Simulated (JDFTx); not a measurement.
Ti:

```
CELL_PARAMETERS angstrom
2.95000 0.00000 0.00000
-1.47500 2.55477 0.00000
0.00000 0.00000 4.68000
ATOMIC_POSITIONS crystal
Ti 0.66667 0.33333 0.75000
Ti 0.33333 0.66667 0.25000
```

| Quantity | Value |
| --- | --- |
| Program | JDFTx 1.7.0 (patched build) |
| Task | relaxation of cell and atoms |
| Functional | PBE |
| Potentials or basis | SPMS-PBE-1.0 with smoothed tails |
| Cutoff | 1088 eV |
| Density cutoff | 8708 eV |
| k mesh | 5 × 5 × 3 |
| Occupations | fermi-dirac, width 0.05 eV |
| Spin | no spin polarisation |

At the start: pressure -1.6 GPa; volume 17.64 Å³/atom.

Task: How do energy, volume and symmetry change on relaxing?

Result: Over 7 steps the energy falls by 2.5 meV/atom and the volume is 17.38 Å³/atom (-1.5 %); space group P6_3/mmc (No. 194, to 0.05 Å).

Step by step:
```
step  energy change (eV)  largest force (eV/Å)  pressure (GPa)  volume (Å³)
   1              0.0000                0.0000           -1.57        35.27
   2             -0.0012                0.0000           -1.25        35.17
   3             -0.0038                0.0000           -0.04        34.76
   4             -0.0044                0.0000            0.05        34.75
   5             -0.0049                0.0000           -0.11        34.80
   6             -0.0049                0.0000            0.13        34.71
   7             -0.0049                0.0000            0.02        34.76
```

Final structure:
```
Ti
1.0
     2.95427    0.00000    0.00000
    -1.47713    2.55847    0.00000
     0.00000    0.00000    4.59863
Ti
2
Cartesian
  1.4771 0.8528 3.4490
  0.0000 1.7056 1.1497
```

Caveat: the k mesh is coarse (spacing up to 0.49 Å⁻¹), so the values aren't converged.
